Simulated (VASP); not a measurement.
# SnO (Pmn2_1) in VASP: notebook

One crystal, SnO, is run at these levels: PBE+D3(BJ); tasks: single point.

All numbers are computed with VASP 6.6.1; they aren't measurements. Logs are shortened: lines on timing, memory, paths and dates and some standing lists are left out, and cuts for length are marked.

## (1) The structure

The structure is orthorhombic, space group Pmn2_1 (No. 31). Conventional cell: a = 3.355 Å, b = 5.674 Å, c = 4.222 Å, α = 90.00°, β = 90.00°, γ = 90.00°. Sn (site symmetry m) is surrounded by 3 O at 2.15 to 2.16 Å. O (site symmetry m) is surrounded by 3 Sn at 2.15 to 2.16 Å.

The cell comes from a database or a generator and needn't be the stable form of this composition.

## (2) Single point, PBE+D3(BJ)

Input file INCAR:

```
SYSTEM = SnO
PREC = Accurate ; ENCUT = 520
EDIFF = 1E-7 ; ISMEAR = 0
SIGMA = 0.05 ; LREAL = .False.
LASPH = .True. ; NELM = 100
ALGO = Fast ; ISIF = 2
LWAVE = .False. ; LCHARG = .False.
GGA = PE ; IVDW = 12
NBANDS = 28
```

Input file KPOINTS:

```
Automatic mesh
0
Gamma
  8 6 6
  0 0 0
```

Input file POSCAR:

```
SnO
1.0
    3.3550050000      0.0000000000      0.0000000000
    0.0000000000      5.6741040000      0.0000000000
    0.0000000000      0.0000000000      4.2219700000
Sn O
2 2
Direct
    0.0000000000      0.2319090000      0.5131440000
    0.5000000000      0.7680910000      0.0131440000
    0.0000000000      0.8912500000      0.7368570000
    0.5000000000      0.1087500000      0.2368570000
```

Potentials or basis: VASP PAW PBE potentials, release 64 (Sn_d, O).

Launch:

```sh
> cat potpaw_PBE.64/Sn_d/POTCAR potpaw_PBE.64/O/POTCAR > POTCAR
> mpirun -np 1 vasp_std > vasp.out
```

OUTCAR:

```text
SYSTEM = SnO
   PREC = Accurate
   ENCUT = 520
   EDIFF = 1E-7
   ISMEAR = 0
   LREAL = .False.
   LASPH = .True.
   NELM = 100
   ISIF = 2
   GGA = PE
   IVDW = 12
 IVDW          = 12

 ion  position               nearest neighbor table
   1  0.000  0.232  0.513-   3 2.15   4 2.16   4 2.16
   2  0.500  0.768  0.013-   4 2.15   3 2.16   3 2.16
   3  0.000  0.891  0.737-   1 2.15   2 2.16   2 2.16
   4  0.500  0.109  0.237-   2 2.15   1 2.16   1 2.16

  LATTYP: Found a simple orthorhombic cell.
 ALAT       =     3.3550050000
 B/A-ratio  =     1.2584094510
 C/A-ratio  =     1.6912356315

  Lattice vectors:

 A1 = (  -3.3550050000,   0.0000000000,   0.0000000000)
 A2 = (   0.0000000000,   0.0000000000,   4.2219700000)
 A3 = (   0.0000000000,   5.6741040000,   0.0000000000)

Analysis of symmetry for initial positions (statically):
=====================================================================
 Subroutine PRICEL returns:
 Original cell was already a primitive cell.

 Routine SETGRP: Setting up the symmetry group for a
 simple orthorhombic supercell.

 Subroutine GETGRP returns: Found  4 space group operations
 (whereof  2 operations were pure point group operations)
 out of a pool of  8 trial point group operations.

The static configuration has the point symmetry C_1h.
 The point group associated with its full space group is C_2v.

Analysis of symmetry for dynamics (positions and initial velocities):
=====================================================================
 Subroutine PRICEL returns:
 Original cell was already a primitive cell.

 Routine SETGRP: Setting up the symmetry group for a
 simple orthorhombic supercell.

 Subroutine GETGRP returns: Found  4 space group operations
 (whereof  2 operations were pure point group operations)
 out of a pool of  8 trial point group operations.

The dynamic configuration has the point symmetry C_1h.
 The point group associated with its full space group is C_2v.

 Subroutine INISYM returns: Found  4 space group operations
 (whereof  2 operations are pure point group operations),
 and found     1 'primitive' translations

----------------------------------------------------------------------------------------

                                     Primitive cell

  volume of cell :      80.3722

  direct lattice vectors                    reciprocal lattice vectors
     3.355005000  0.000000000  0.000000000     0.298062149  0.000000000  0.000000000
     0.000000000  5.674104000  0.000000000     0.000000000  0.176239279  0.000000000
[... 93 lines left out ...]
   IBRION =     -1    ionic relax: 0-MD 1-quasi-New 2-CG
   NFREE  =      0    steps in history (QN), initial steepest desc. (CG)
   ISIF   =      2    stress and relaxation
   ISYM   =      2    0-nonsym 1-usesym 2-fastsym
   POTIM  = 0.5000    time-step for ionic-motion
   TEBEG  =    0.0;   TEEND  =   0.0 temperature during run
   PSTRESS=    0.0 pullay stress
   NELECT =      40.0000    total number of electrons
   NUPDOWN=      -1.0000    fix difference up-down
   EMIN   =  10.00;   EMAX   =-10.00  energy-range for DOS
   EFERMI =   0.00;   METHOD = LEGACY
   ISMEAR =     0;   SIGMA  =   0.05  broadening in eV -4-tet -1-fermi 0-gaus
   EFERMI_NEDOS =   21; number of points for ismear=-14 and -15
   IALGO  =     68    algorithm
   IMIX   =      4    mixing-type and parameters
     AMIX     =   0.40;   BMIX     =  1.00
     AMIX_MAG =   1.60;   BMIX_MAG =  1.00
  volume/ion in A,a.u.               =      20.09       135.59
  Fermi-wavevector in a.u.,A,eV,Ry     =   1.297357  2.451650 22.900458  1.683136
  Thomas-Fermi vector in A             =   2.428755
   LORBIT       =      0    0 simple, 1 ext, 2 COOP (PROOUT), +10 PAW based schemes
   GGA     = PE    functional components
   LHFCALC =     F    Hartree Fock is set to
   AEXX    =    0.0000 exact exchange contribution
   IVDW    =    12    specifies the selected vdW correction
   LEPSILON=     F    determine dielectric tensor
   LRPA    =     F    only Hartree local field effects (RPA)
 non-spin polarized calculation
 RMM-DIIS sequential band-by-band and
 Gauss-broadening in eV      SIGMA  =   0.05
  energy-cutoff  :      520.00
  volume of cell :       80.37
 maximum number of plane-waves:      2178
 NGX is ok and might be reduce to    28
   NGX = 13   NGY = 21   NGZ = 15

 number of electron      39.9999992 magnetization

 Free energy of the ion-electron system (eV)
  ---------------------------------------------------
  ext. energy  EPLUGINS =         0.00000000
  ---------------------------------------------------
  free energy    TOTEN  =       -22.44303685 eV

  energy without entropy =      -22.44303685  energy(sigma->0) =      -22.44303685

 E-fermi :   5.1044     XC(G=0):  -9.5358

 val. band max:        4.8537561356   @ k =   0.0000   0.0000   0.0000
 cond. band min:       6.2526615214   @ k =   0.3750   0.5000   0.0000
 fundamental gap:      1.3989053858
 Fermi energy:         5.1043983382

 k-point     1 :       0.0000    0.0000    0.0000
  band No.  band energies     occupation
      1     -16.3643      2.00000
      2     -16.0465      2.00000
      3     -15.9650      2.00000
      4     -15.9394      2.00000
      5     -15.9119      2.00000
      6     -15.8789      2.00000
[... 733 lines left out ...]
     27      13.9329      0.00000
     28      15.1093      0.00000

 [... further k-points ...]

------------------------ aborting loop because EDIFF is reached ----------------------------------------

 Edisp (eV)   -0.82443

 E8    (eV) :    -0.3596

  FORCE on cell =-STRESS in cart. coord.  units (eV):
  Direction    XX          YY          ZZ          XY          YZ          ZX
  --------------------------------------------------------------------------------------
  -------------------------------------------------------------------------------------
  Total      -0.63969    -0.46143    -0.59404     0.00000     0.00000     0.00000
  in kB     -12.75183    -9.19841   -11.84187     0.00000     0.00000     0.00000
  external pressure =      -11.26 kB  Pullay stress =        0.00 kB

 VOLUME and BASIS-vectors are now :
 -----------------------------------------------------------------------------
  energy-cutoff  :      520.00
  volume of cell :       80.37
      direct lattice vectors                 reciprocal lattice vectors
     3.355005000  0.000000000  0.000000000     0.298062149  0.000000000  0.000000000
     0.000000000  5.674104000  0.000000000     0.000000000  0.176239279  0.000000000
     0.000000000  0.000000000  4.221970000     0.000000000  0.000000000  0.236856254

 POSITION                                       TOTAL-FORCE (eV/Angst)
 -----------------------------------------------------------------------------------
      0.00000      1.31588      2.16648         0.000000     -0.031523      0.004282
      1.67750      4.35823      0.05549         0.000000      0.031523      0.004282
      0.00000      5.05705      3.11099         0.000000      0.064622     -0.004282
      1.67750      0.61706      1.00000         0.000000     -0.064622     -0.004282
 -----------------------------------------------------------------------------------
    total drift:                                0.000000      0.000000      0.000124

  FREE ENERGIE OF THE ION-ELECTRON SYSTEM (eV)
  ---------------------------------------------------
  free  energy   TOTEN  =       -23.2674636206 eV

  energy  without entropy=      -23.2674636206  energy(sigma->0) =      -23.26746362
```

OSZICAR:

```text
N       E                     dE             d eps       ncg     rms          rms(c)
DAV:   1     0.436898412160E+03    0.43690E+03   -0.20263E+04  4600   0.210E+03
DAV:   2     0.424921819713E+02   -0.39441E+03   -0.37830E+03  4700   0.541E+02
DAV:   3    -0.230594200264E+02   -0.65552E+02   -0.64442E+02  5040   0.187E+02
DAV:   4    -0.263577315025E+02   -0.32983E+01   -0.32805E+01  5204   0.454E+01
[... 14 lines left out ...]
RMM:  19    -0.224430394531E+02    0.85278E-05   -0.92731E-06  7231   0.272E-02    0.252E-02
RMM:  20    -0.224430376520E+02    0.18011E-05   -0.18592E-06  6334   0.111E-02    0.195E-02
RMM:  21    -0.224430372441E+02    0.40791E-06   -0.54883E-07  4863   0.531E-03    0.175E-02
RMM:  22    -0.224430368721E+02    0.37200E-06   -0.23801E-07  4164   0.393E-03    0.164E-02
RMM:  23    -0.224430368490E+02    0.23128E-07   -0.18423E-07  2966   0.374E-03
   1 F= -.23267464E+02 E0= -.23267464E+02  d E =-.219689E-14
```

Run time: 1.9 min. Hardware: 1 thread of Intel Xeon 6975P-C (Granite Rapids), shared host; peak memory 0.29 GiB.

What came out:

```yaml
Free_energy: -23.2675 eV
Pressure: -1.1 GPa
Largest_force: 0.065 eV/Å
Band_gap_on_the_k_mesh: 1.40 eV, indirect (least direct gap 2.04 eV)
Dispersion_energy_per_atom: -0.206 eV
```

Forces on the atoms (eV/Å):
```
Sn   0.000 -0.032  0.004
Sn   0.000  0.032  0.004
O    0.000  0.065 -0.004
O    0.000 -0.065 -0.004
```

Levels at points of the mesh, in eV from the valence-band top:
```
           k point  band 16  band 17  band 18  band 19  band 20  band 21  band 22  band 23  band 24  band 25
(0.00, 0.00, 0.00)    -3.79    -3.46    -2.62    -2.03     0.00     2.68     3.18     5.91     5.91     8.04
(0.50, 0.00, 0.00)    -4.44    -2.56    -2.56    -1.24    -1.24     2.60     2.60     5.53     5.53     6.59
(0.00, 0.50, 0.00)    -4.03    -3.76    -2.64    -1.58    -1.36     3.36     3.91     4.86     5.07     6.91
(0.50, 0.50, 0.00)    -4.29    -2.63    -2.63    -0.89    -0.89     1.89     1.89     6.27     6.27     7.17
(0.00, 0.00, 0.50)    -3.39    -3.17    -3.17    -1.65    -1.65     2.69     2.69     5.23     5.23     7.97
(0.50, 0.00, 0.50)    -4.04    -3.12    -3.12    -1.07    -1.07     2.10     2.10     4.63     4.63     6.88
(0.00, 0.50, 0.50)    -3.17    -2.89    -2.89    -1.50    -1.50     1.93     1.93     6.01     6.01     7.85
(0.50, 0.50, 0.50)    -4.17    -3.40    -3.40    -0.43    -0.43     2.43     2.43     4.17     4.17     6.12
```

Caveat: spin-orbit coupling is left out, which moves the levels of the heavy elements. A k mesh can miss the band edges.

[end of part 1 of 2]
